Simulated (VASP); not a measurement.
# ZnSe (Stilleite) (F-43m) in VASP: further runs, part 2 of 3

VASP 6.6.1.

## Step 3: Relaxation of the atoms, PBE+D3(BJ) (a relaxed cell with its volume scaled by 0.96)

INCAR

```
ALGO = Normal
EDIFF = 1E-7
EDIFFG = -0.01
ENCUT = 600
GGA = PE
IBRION = 2
ISIF = 2
ISMEAR = 0
IVDW = 12
LASPH = T
LCHARG = F
LREAL = F
LWAVE = F
NELM = 80
NSW = 40
PREC = Accurate
SIGMA = 0.03
```

KPOINTS

```
k-points
0
Gamma
  8 8 8
```

POSCAR

```
ZnSe                                    
1.0
    0.0000000000      2.7929580113      2.7929580113
    2.7929580113     -0.0000000000      2.7929580113
    2.7929580113      2.7929580113      0.0000000000
  Zn              Se            
     1     1
Direct
     1.0000000000000000    1.0000000000000000    1.0000000000000000
     0.2500000000000000    0.2500000000000000    0.2500000000000000
```

Potentials or basis: VASP PAW PBE potentials, release 64 (Zn, Se).

On the command line:

```sh
> cat potpaw_PBE.64/Zn/POTCAR potpaw_PBE.64/Se/POTCAR > POTCAR
> mpirun -np 1 vasp_std > vasp.out
```

Run time: 8.6 s. Hardware: 1 thread of Intel Xeon 6975P-C (Granite Rapids), shared host; peak memory 0.19 GiB.

The run converged. Its results:

```yaml
Free_energy: -6.6491 eV
Pressure_after_relaxing: 2.8 GPa
Band_gap_on_the_k_mesh: 1.47 eV, direct
Dispersion_energy_per_atom: -0.338 eV
```

Final structure:
```yaml
crystal:
  lattice:
    - [0.00000, 2.79296, 2.79296]
    - [2.79296, 0.00000, 2.79296]
    - [2.79296, 2.79296, 0.00000]
  atoms:
    - { symbol: Zn, position: [0.00000, 0.00000, 0.00000] }
    - { symbol: Se, position: [0.25000, 0.25000, 0.25000] }
```

Levels at points of the mesh, in eV from the valence-band top:
```csv
k point,band 7,band 8,band 9,band 10,band 11,band 12
"(0.00, 0.00, 0.00)",0.00,0.00,0.00,1.47,5.78,5.78
"(0.50, 0.00, 0.00)",-5.52,-0.93,-0.93,2.62,6.37,6.37
"(0.50, 0.50, 0.00)",-4.95,-2.35,-2.35,2.88,3.45,11.07
```

Caveat: the relaxation stopped at its first step, so nothing moved.

## Step 4: Relaxation of the atoms, PBE+D3(BJ) (a relaxed cell with its volume scaled by 0.98)

INCAR is that of step 3.

KPOINTS is that of step 3.

POSCAR

```
ZnSe                                    
1.0
    0.0000000000      2.8122203994      2.8122203994
    2.8122203994     -0.0000000000      2.8122203994
    2.8122203994      2.8122203994      0.0000000000
  Zn              Se            
     1     1
Direct
     1.0000000000000000    1.0000000000000000    1.0000000000000000
     0.2500000000000000    0.2500000000000000    0.2500000000000000
```

Potentials or basis: VASP PAW PBE potentials, release 64 (Zn, Se).

On the command line:

```sh
> cat potpaw_PBE.64/Zn/POTCAR potpaw_PBE.64/Se/POTCAR > POTCAR
> mpirun -np 1 vasp_std > vasp.out
```

OUTCAR:

```text
EDIFF = 1E-7
   EDIFFG = -0.01
   ENCUT = 600
   GGA = PE
   IBRION = 2
   ISIF = 2
   ISMEAR = 0
   IVDW = 12
   LASPH = T
   LREAL = F
   NELM = 80
   NSW = 40
   PREC = Accurate
 IVDW          = 12

 ion  position               nearest neighbor table
   1  0.000  0.000  0.000-   2 2.44   2 2.44   2 2.44   2 2.44
   2  0.250  0.250  0.250-   1 2.44   1 2.44   1 2.44   1 2.44

  LATTYP: Found a face centered cubic cell.
 ALAT       =     5.6244407988

  Lattice vectors:

 A1 = (   0.0000000000,   2.8122203994,   2.8122203994)
 A2 = (   2.8122203994,   0.0000000000,   2.8122203994)
 A3 = (   2.8122203994,   2.8122203994,   0.0000000000)

Analysis of symmetry for initial positions (statically):
=====================================================================
 Subroutine PRICEL returns:
 Original cell was already a primitive cell.

 Routine SETGRP: Setting up the symmetry group for a
 face centered cubic supercell.

 Subroutine GETGRP returns: Found 24 space group operations
 (whereof 24 operations were pure point group operations)
 out of a pool of 48 trial point group operations.

The static configuration has the point symmetry T_d .

Analysis of symmetry for dynamics (positions and initial velocities):
=====================================================================
 Subroutine PRICEL returns:
 Original cell was already a primitive cell.

 Routine SETGRP: Setting up the symmetry group for a
 face centered cubic supercell.

 Subroutine GETGRP returns: Found 24 space group operations
 (whereof 24 operations were pure point group operations)
 out of a pool of 48 trial point group operations.

The dynamic configuration has the point symmetry T_d .

 Subroutine INISYM returns: Found 24 space group operations
 (whereof 24 operations are pure point group operations),
 and found     1 'primitive' translations

----------------------------------------------------------------------------------------

                                     Primitive cell

  volume of cell :      44.4814

  direct lattice vectors                    reciprocal lattice vectors
     0.000000000  2.812220399  2.812220399    -0.177795453  0.177795453  0.177795453
[... 126 lines left out ...]

 Free energy of the ion-electron system (eV)
  ---------------------------------------------------
  ext. energy  EPLUGINS =         0.00000000
  ---------------------------------------------------
  free energy    TOTEN  =        -5.99969079 eV

  energy without entropy =       -5.99969079  energy(sigma->0) =       -5.99969079

 E-fermi :   1.9996     XC(G=0):  -9.4268

 val. band max:        1.8126810020   @ k =   0.0000   0.0000   0.0000
 cond. band min:       3.1965606440   @ k =   0.0000   0.0000   0.0000
 fundamental gap:      1.3838796421
 Fermi energy:         1.9996271021

 k-point     1 :       0.0000    0.0000    0.0000
  band No.  band energies     occupation
      1     -11.5965      2.00000
      2      -4.8203      2.00000
      3      -4.8203      2.00000
      4      -4.8203      2.00000
      5      -4.4294      2.00000
      6      -4.4294      2.00000
      7       1.8127      2.00000
      8       1.8127      2.00000
      9       1.8127      2.00000
     10       3.1966      0.00000
     11       7.6048      0.00000
     12       7.6048      0.00000
     13       7.6048      0.00000
[... 354 lines left out ...]
  band No.  band energies     occupation
      1     -10.6290      2.00000
      2      -4.7135      2.00000
      3      -4.6726      2.00000
      4      -4.4651      2.00000
      5      -4.4224      2.00000
      6      -4.2095      2.00000
      7      -3.2113      2.00000
      8      -0.6765      2.00000
      9       0.2900      2.00000
     10       6.1080      0.00000
     11       7.3409      0.00000
     12       9.2803      0.00000
     13      10.5568      0.00000

 [... further k-points ...]

------------------------ aborting loop because EDIFF is reached ----------------------------------------

 Edisp (eV)   -0.66113

 E8    (eV) :    -0.2767

  FORCE on cell =-STRESS in cart. coord.  units (eV):
  Direction    XX          YY          ZZ          XY          YZ          ZX
  --------------------------------------------------------------------------------------
  -------------------------------------------------------------------------------------
  Total       0.36517     0.36517     0.36517     0.00000     0.00000     0.00000
  in kB      13.15301    13.15301    13.15301     0.00000     0.00000     0.00000
  external pressure =       13.15 kB  Pullay stress =        0.00 kB

 VOLUME and BASIS-vectors are now :
 -----------------------------------------------------------------------------
  energy-cutoff  :      600.00
  volume of cell :       44.48
      direct lattice vectors                 reciprocal lattice vectors
     0.000000000  2.812220399  2.812220399    -0.177795453  0.177795453  0.177795453
     2.812220399  0.000000000  2.812220399     0.177795453 -0.177795453  0.177795453
     2.812220399  2.812220399  0.000000000     0.177795453  0.177795453 -0.177795453

 POSITION                                       TOTAL-FORCE (eV/Angst)
 -----------------------------------------------------------------------------------
      0.00000      0.00000      0.00000        -0.000000     -0.000000     -0.000000
      1.40611      1.40611      1.40611         0.000000      0.000000      0.000000
 -----------------------------------------------------------------------------------
    total drift:                                0.000000      0.000000      0.000000

  FREE ENERGIE OF THE ION-ELECTRON SYSTEM (eV)
  ---------------------------------------------------
  free  energy   TOTEN  =        -6.6608163508 eV

  energy  without entropy=       -6.6608163508  energy(sigma->0) =       -6.66081635

 reached required accuracy - stopping structural energy minimisation
```

CONTCAR:

```text
ZnSe
   1.00000000000000
     0.0000000000000000    2.8122203994000001    2.8122203994000001
     2.8122203994000001    0.0000000000000000    2.8122203994000001
     2.8122203994000001    2.8122203994000001    0.0000000000000000
  Zn              Se
     1     1
Direct
     0.0000000000000000    0.0000000000000000    0.0000000000000000
     0.2500000000000000    0.2500000000000000    0.2500000000000000

  0.00000000E+00  0.00000000E+00  0.00000000E+00
  0.00000000E+00  0.00000000E+00  0.00000000E+00
```

Run time: 8.4 s. Hardware: 1 thread of Intel Xeon 6975P-C (Granite Rapids), shared host; peak memory 0.19 GiB.

What came out:

| Property | Result |
| --- | --- |
| Free energy | -6.6608 eV |
| Pressure after relaxing | 1.3 GPa |
| Band gap on the k mesh | 1.38 eV, direct |
| Dispersion energy per atom | -0.331 eV |

Final structure:
```
CELL_PARAMETERS angstrom
0.00000 2.81222 2.81222
2.81222 0.00000 2.81222
2.81222 2.81222 0.00000
ATOMIC_POSITIONS crystal
Zn 0.00000 0.00000 0.00000
Se 0.25000 0.25000 0.25000
```

Caveat: the relaxation stopped at its first step, so nothing moved.

## Step 5: Relaxation of the atoms, PBE+D3(BJ)

INCAR is that of step 4.

KPOINTS is that of step 4.

POSCAR

```
ZnSe                                    
1.0
    0.0000000000      2.8312224650      2.8312224650
    2.8312224650     -0.0000000000      2.8312224650
    2.8312224650      2.8312224650      0.0000000000
  Zn              Se            
     1     1
Direct
     1.0000000000000000    1.0000000000000000    1.0000000000000000
     0.2500000000000000    0.2500000000000000    0.2500000000000000
```

On the command line:

```sh
> cat potpaw_PBE.64/Zn/POTCAR potpaw_PBE.64/Se/POTCAR > POTCAR
> mpirun -np 1 vasp_std > vasp.out
```

Run time: 8.3 s. Hardware: 1 thread of Intel Xeon 6975P-C (Granite Rapids), shared host; peak memory 0.19 GiB.

It converged, with:

```yaml
Free_energy: -6.6645 eV
Pressure_after_relaxing: 0.0 GPa
Band_gap_on_the_k_mesh: 1.30 eV, direct
Dispersion_energy_per_atom: -0.323 eV
```

Final structure:
```
Zn Se
1.0
     0.00000    2.83122    2.83122
     2.83122    0.00000    2.83122
     2.83122    2.83122    0.00000
Zn Se
1 1
Cartesian
  0.0000 0.0000 0.0000
  1.4156 1.4156 1.4156
```

Levels at points of the mesh, in eV from the valence-band top:
| k point | band 6 | band 7 | band 8 | band 9 | band 10 | band 11 | band 12 | band 13 |
| --- | --- | --- | --- | --- | --- | --- | --- | --- |
| (0.00, 0.00, 0.00) | -6.18 | 0.00 | 0.00 | 0.00 | 1.30 | 5.80 | 5.80 | 5.80 |
| (0.50, 0.00, 0.00) | -6.02 | -5.25 | -0.87 | -0.87 | 2.55 | 6.38 | 6.38 | 8.59 |
| (0.50, 0.50, 0.00) | -6.00 | -4.77 | -2.20 | -2.20 | 2.98 | 3.46 | 10.76 | 11.27 |

Caveat: the relaxation stopped at its first step, so nothing moved.

[end of part 2 of 3]
